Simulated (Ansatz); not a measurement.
**Rhodium (diamond) across density functionals**

All rows: Ansatz, plane waves with scalar-relativistic PAW, 420 eV (500 eV for the SCAN forms), relaxed under each functional, no dispersion correction, no zero-point motion. B₀ comes from uniform scaling at fixed shape; a dash is a value not given.

```csv
functional,V (Å³/atom),cell,B₀ (GPa),magnetic state,ΔE to fcc (meV/atom)
PBE,20.99,a = 5.517 Å,130,spin not included,1110
r²SCAN,20.40,a = 5.465 Å,145,spin not included,1124
PBEsol,20.08,a = 5.436 Å,151,spin not included,1291
revPBE,21.36,a = 5.549 Å,120,spin not included,1054
RPBE,21.52,a = 5.563 Å,117,spin not included,1031
BLYP,22.14,a = 5.616 Å,109,spin not included,717
```

PBEsol gives the smallest volume and BLYP the largest.
